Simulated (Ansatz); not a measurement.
# GaP: equation of state with PBE

**The experiment to reproduce.**

“Phosphorous dimerization in GaP at high pressure”, 2017, arxiv:1709.06667 reports, for a bulk crystal of GaP: bulk modulus 87.5 ± 0.6 GPa.

GaP:

```
Ga P
1.0
     0.00000    2.72525    2.72525
     2.72525    0.00000    2.72525
     2.72525    2.72525    0.00000
Ga P
1 1
Direct
  0.00000 0.00000 0.00000
  0.75000 0.75000 0.75000
```

| Quantity | Value |
| --- | --- |
| Program | Ansatz 0.2.0 |
| Task | equation of state |
| Functional | PBE |
| Potentials or basis | JTH PAW |
| Cutoff | 3600 eV |
| Density cutoff | 14400 eV |
| k mesh | 8 × 8 × 8 |
| Occupations | fermi-dirac, width 0.05 eV |
| Spin | no spin polarisation |

```yaml
Equilibrium_volume: 20.88 Å³/atom
Bulk_modulus: 77 GPa
Pressure_derivative_of_the_bulk_modulus: 4.5
```

Energy against volume, from the lowest point:
| volume (Å³/atom) | energy (meV/atom) |
| --- | --- |
| 19.026 | 46.67 |
| 19.431 | 27.34 |
| 19.836 | 13.54 |
| 20.240 | 4.71 |
| 20.645 | 0.35 |
| 21.050 | 0.00 |
| 21.455 | 3.25 |

All runs of the series together: 110 s on 2 threads of Arm Neoverse V2, with other jobs on the host.

Against the measured bulk modulus of GaP, 87.5 GPa (“Phosphorous dimerization in GaP at high pressure”, 2017, arxiv:1709.06667), the calculated 77 GPa is off by -12.1 %. The fit is for a static lattice scaled at fixed shape and fixed fractional positions.

PBE usually gives volumes a little too large and moduli too small.
